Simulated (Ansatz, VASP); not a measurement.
# Au in VASP and in Ansatz

The input INCAR:

```
SYSTEM = Au
PREC     = Accurate       ! precision mode
ENCUT    = 520            ! plane-wave cutoff, eV
EDIFF    = 1E-7           ! SCF threshold, eV
ISMEAR   = -1             ! smearing method
SIGMA    = 0.1            ! smearing width, eV
LREAL    = .FALSE.        ! projectors in reciprocal space
LASPH    = .TRUE.         ! aspherical terms in the spheres
NELM     = 80             ! most SCF steps
ALGO     = Normal         ! electronic algorithm
ISIF     = 2              ! what is computed and relaxed
LWAVE    = .FALSE.        ! write WAVECAR
LCHARG   = .FALSE.        ! write CHGCAR
GGA      = B5             ! functional
ALDAX    = 1.0          
AGGAX    = 1.0          
AGGAC    = 1.0          
ALDAC    = 0.0          
NBANDS   = 12             ! bands
```

KPOINTS

```
Automatic mesh
0
G
  15 15 15
  0 0 0
```

Contents of POSCAR:

```
Au
1.0
   -1.7193936857      1.7193936857      1.7193936857
    1.7193936857     -1.7193936857      1.7193936857
    1.7193936857      1.7193936857     -1.7193936857
Au
1
Direct
    0.0000000000      0.0000000000      0.0000000000
```

Input for Ansatz:

```yaml
crystal:
  lattice:
    - [-1.7193936857, 1.7193936857, 1.7193936857]
    - [1.7193936857, -1.7193936857, 1.7193936857]
    - [1.7193936857, 1.7193936857, -1.7193936857]
  atoms:
    - { symbol: Au, position: [0.0, 0.0, 0.0] }
hamiltonian:
  xc: blyp
  pseudopotentials:
    kind: paw
    azcp:
      Au: "pseudopotentials/Au.paw.azcp"
basis:
  ecutwfc: 420
  fft_grid_basis: typed
kpoints:
  mp_grid: { grid: [15, 15, 15], shift: [0, 0, 0] }
magnetization:
  spin_polarized: false
scf:
  occupations: { method: fermi_dirac, width: 0.1 }
  lower_state_search: "off"
output:
  stress: true
  write_density: true
  write_potential: true
  elf: true
  volumetric_format: npy
```

Alike in both runs: task single point; functional BLYP; k mesh 15 × 15 × 15; occupations fermi-dirac, width 0.1 eV; no spin polarisation.

|  | VASP | Ansatz |
| --- | --- | --- |
| version | VASP 6.6.1 | Ansatz 0.2.0 |
| potentials or method | VASP PAW PBE potentials, release 64 (Au) | plane waves (420 eV) with PAW, scalar-relativistic |
| plane-wave cutoff (eV) | 520 | 420 |
| valence electrons in the cell | 11 | 19 |

|  | VASP | Ansatz | Ansatz less VASP |
| --- | --- | --- | --- |
| pressure (GPa) | -3.1 | -3.5 | -0.35 |

The functional is the same, so the differences come from potentials, cutoffs and numerics. The two sets of potentials don't hold the same shells in valence.

Caveats: the PAW data sets were made with another functional, which shifts forces and pressure a little (VASP). The runs have no spin-orbit coupling, so splittings on Au are missing.
